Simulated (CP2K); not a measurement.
The system is Ti.

```
Ti
1.0
     4.56737    0.00000    0.00000
    -2.28369    3.95546    0.00000
     0.00000    0.00000    2.82624
Ti
3
Direct
  0.66667 0.33333 0.50000
  0.33333 0.66667 0.50000
  0.00000 0.00000 0.00000
```

This isn't the form of Ti at room conditions, which is hcp.

Base run:

```yaml
Program: CP2K 2026.2
Functional: TPSS
Potentials_or_basis: POTENTIAL_UZH Ti GTH-PBE-q12; TZVP-MOLOPT-PBE-GTH basis
Density_cutoff: 9184 eV
k_mesh: 7 × 7 × 9
Occupations: fermi-dirac, width 0.05 eV
Spin: no spin polarisation
```

Its results: band gap on the k mesh none (metal or under the smearing width); pressure -1.3 GPa.

Task: After a change of settings the same cell gave: band gap on the k mesh none (metal or under the smearing width); pressure -7.5 GPa. Which change was it?
A. functional from TPSS to PBE
B. functional from TPSS to LDA
C. functional from TPSS to PBEsol
D. functional from TPSS to HLE16

Result: B.

Caveats: the potentials were made for another functional, which shifts forces and pressure; the basis of atomic orbitals isn't converged, which shifts pressures, moduli and gaps.
